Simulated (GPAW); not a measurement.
Set up this calculation in GPAW 26.7.0, as an ASE script.

| Quantity | Value |
| --- | --- |
| Task | equation of state |
| Functional | optPBE-vdW |
| Potentials or basis | GPAW PAW data sets (gpaw-data 1.2.1) |
| Cutoff | 600 eV |
| Basis | pw |
| k mesh | 6 × 6 × 6 |
| Occupations | fermi-dirac, width 0.05 eV |
| Spin | no spin polarisation |
| Maxiter | 150 |
| Eos scales | [0.94, 0.96, 0.98, 1.0, 1.02, 1.04, 1.06] |

The structure of CdSe lies in CdSe.cif:

```cif
data_CdSe
_cell_length_a 4.34201917
_cell_length_b 4.34201917
_cell_length_c 4.34201917
_cell_angle_alpha 60.00000000
_cell_angle_beta 60.00000000
_cell_angle_gamma 60.00000000
_space_group_name_H-M_alt 'P1'
_space_group_name_Hall 'P 1'
_space_group_IT_number 1
loop_
_space_group_symop_operation_xyz
'x,y,z'
loop_
_atom_site_label
_atom_site_type_symbol
_atom_site_symmetry_multiplicity
_atom_site_Wyckoff_symbol
_atom_site_fract_x
_atom_site_fract_y
_atom_site_fract_z
_atom_site_occupancy
Cd1 Cd 1 a 0.0000000000 0.0000000000 0.0000000000 1
Se1 Se 1 a 0.2500000000 0.2500000000 0.2500000000 1
```

Measurements of this composition are mostly on another form, of space group No. 186.

One way to write it, as run:

run.py

```python
from ase.eos import EquationOfState
from ase.io import Trajectory, read
from ase.units import GPa
from gpaw import GPAW, PW

atoms = read('CdSe.cif')

traj = Trajectory('eos.traj', 'w')
volumes, energies = [], []
for x in [0.94, 0.96, 0.98, 1.0, 1.02, 1.04, 1.06]:
    a = atoms.copy()
    a.set_cell(atoms.cell * x**(1 / 3), scale_atoms=True)
    calc = GPAW(mode=PW(600),
                xc={'name': 'optPBE-vdW', 'backend': 'libvdwxc'},
                kpts={'size': (6, 6, 6), 'gamma': True},
                occupations={'name': 'fermi-dirac', 'width': 0.05},
                nbands=18,
                convergence={'density': 1e-05, 'energy': 1e-05},
                maxiter=150,
                txt=f'eos-{x:.2f}.txt')
    a.calc = calc
    energies.append(a.get_potential_energy(force_consistent=True))
    volumes.append(a.get_volume())
    calc.write(f'eos-{x:.2f}.gpw')
    traj.write(a)
    print(f'{x:.2f} {volumes[-1]:10.4f} A^3 {energies[-1]:14.6f} eV', flush=True)

v0, e0, B = EquationOfState(volumes, energies, eos='birchmurnaghan').fit()
print(f'V0 = {v0:.4f} A^3, E0 = {e0:.6f} eV, B0 = {B / GPa:.2f} GPa')
```

Potentials or basis: GPAW PAW data sets (gpaw-data 1.2.1), pw.

Launch:

```console
$ OMP_NUM_THREADS=1 python run.py
```

Results of the run:

```json
{
  "Equilibrium volume": "30.31 Å³/atom",
  "Bulk modulus": "43 GPa",
  "Pressure derivative of the bulk modulus": "4.7"
}
```

Caveat: the PAW data sets were made with another functional, which shifts forces and pressure a little.

Run time: 42 s on 1 thread of Intel(R) Xeon(R) 6975P-C (Granite Rapids), with other jobs on the host, peak memory 0.37 GiB.
